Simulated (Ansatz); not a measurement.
# Nb: the cost of one run

Computed with Ansatz 0.2.0 (DFT PBE, scalar-relativistic, unless a step's input says otherwise).

This is Nb in the fcc structure; at room conditions it is bcc.

## 1. The starting structure

It takes space group Fm-3m (No. 225, cubic). The conventional cell has a = 4.230 Å, b = 4.230 Å, c = 4.230 Å, α = 90.00°, β = 90.00°, γ = 90.00°. Nb (site symmetry m-3m) is surrounded by 12 Nb at 2.99 Å.

As a file:

```
Nb
1.0
     0.00000    2.11500    2.11500
     2.11500    0.00000    2.11500
     2.11500    2.11500    0.00000
Nb
1
Direct
  0.00000 0.00000 0.00000
```

Structure: COD 1534903, as refined from experiment and not relaxed.

## 2. All-electron LAPW

File input.yaml:

```yaml
crystal:
  lattice:
    - [0.0, 2.115, 2.115]
    - [2.115, 0.0, 2.115]
    - [2.115, 2.115, 0.0]
  atoms:
    - { symbol: Nb, position: [0.0, 0.0, 0.0] }
kpoints:
  mp_grid: { grid: [13, 13, 13] }
  band_path:
    path:
      - [0.0, 0.0, 0.0]
      - [0.5, 0.0, 0.5]
      - [0.625, 0.25, 0.625]
      - [0.375, 0.375, 0.75]
      - [0.0, 0.0, 0.0]
      - [0.5, 0.5, 0.5]
      - [0.5, 0.25, 0.75]
      - [0.5, 0.0, 0.5]
    npoints: 14
scf:
  occupations: { method: fermi_dirac, width: 0.08 }
hamiltonian:
  xc: pbe
  pseudopotentials: { kind: all_electron, lapw: { basis_error: 0.00025 } }
output:
  forces: true
  stress: true
  eigenvalues: true
  populations: true
  dos: { projected: true, de: 0.2, e_range: [-14, 8] }
```

The run is started by

```console
$ ansatz run input.yaml --threads 1 --pin off --max-ram 3072MiB --backend cpu --events-out ev --progress --plain --runs-dir out
```

Q: Estimate wall time and peak memory on 1 thread of Intel Xeon 6975P-C (Granite Rapids), shared host.

About 6.3 s, with a peak of 0.32 GiB.
